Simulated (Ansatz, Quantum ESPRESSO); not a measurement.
# 2H-WSe2, 2 layers, AA' stacking: the dipole at a withheld member of a series

How the rows were computed: Quantum ESPRESSO 7.5, PBE, GBRV ultrasoft. Cell and atoms are relaxed without a field with a D3(BJ) correction and then held. Sawtooth field with dipole correction, 17 Å of vacuum in the starting cell, Fermi-Dirac smearing of 0.002 Ry; bands along a path at each field. The series steps the field along the normal.

```
field along the normal  dipole (e Å)
                 0 V/Å        −0.000
              0.05 V/Å         0.029
               0.1 V/Å         0.058
               0.2 V/Å         0.116
               0.3 V/Å         0.174
```

To predict: What is the dipole at 0.4 V/Å?

By hand: The rows at 0.2 V/Å and 0.3 V/Å give a slope of (0.174 − (0.116))/(0.3 − (0.2)) = 0.58, so a straight line gives 0.232 e Å. A parabola through these and the row at 0.1 V/Å gives 0.232 e Å.

**The withheld run.** 0.232 e Å. The line misses by 0.000 and the parabola by 0.000 e Å. Both misses are under 5 % of the step from the nearer row.

**Limits.** Ions are held; semilocal gaps are too small; in strong fields empty levels can belong to the vacuum; one stacking. Members without a usable value, or on the other side of zero field or charge, are not listed.

[Logs are printed without paths, hosts, clocks, repeated set-up lines and the standing remarks that a program may print on its own settings, such as how far it seeks lower states.]
